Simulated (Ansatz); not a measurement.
Write the native input for Ansatz 0.2.0 that does the following.

* Task: relaxation of cell and atoms
* Functional: PBEsol
* Potentials or basis: all-electron LAPW, scalar-relativistic
* Basis error allowed: 0.0005 eV/atom
* k mesh: 10 × 10 × 10
* Occupations: gaussian, width 0.1 eV
* Spin: collinear spin, random start
* Starting moments: [-0.45] μB

Crystal: Zr.

```
CELL_PARAMETERS angstrom
0.00000 2.25500 2.25500
2.25500 0.00000 2.25500
2.25500 2.25500 0.00000
ATOMIC_POSITIONS crystal
Zr 0.00000 0.00000 0.00000
```

This isn't the form of Zr at room conditions, which is hcp.

The input as run:

input.yaml

```yaml
crystal:
  lattice:
    - [0.0, 2.255, 2.255]
    - [2.255, 0.0, 2.255]
    - [2.255, 2.255, 0.0]
  atoms:
    - { symbol: Zr, position: [0.0, 0.0, 0.0], spin: -0.45 }
kpoints:
  mp_grid: { grid: [10, 10, 10] }
scf:
  occupations: { method: gaussian, width: 0.1 }
hamiltonian:
  xc: pbesol
  pseudopotentials: { kind: all_electron, lapw: { basis_error: 0.0005 } }
magnetization:
  spin_polarized: true
output:
  forces: true
  stress: true
relax:
  f_tol: 0.005
  max_steps: 60
  cell: {}
```

Potentials or basis: all-electron LAPW, scalar-relativistic.

Launch:

```console
$ ansatz run input.yaml --threads 1 --pin off --max-ram 2560MiB --backend cpu --events-out ev --progress --plain --runs-dir out
```

It gave:

```
Relaxed volume                         : 22.27 Å³/atom
Relaxed cell                           : a = 3.158 Å, b = 3.158 Å, c = 3.158 Å, α = 60.00°, β = 60.00°, γ = 60.00°
Space group after relaxing (to 0.05 Å) : Fm-3m (No. 225)
Energy gained by relaxing              : 5.5 meV/atom
Ionic steps                            : 5
Pressure after relaxing                : 0.0 GPa
Net moment                             : 0.00 μB per cell
Absolute moment                        : 0.00 μB per cell
```

Caveat: the starting moments weren't kept.

It took 38 s on 1 thread of Arm Neoverse V2, on a shared host, peak memory 0.38 GiB.
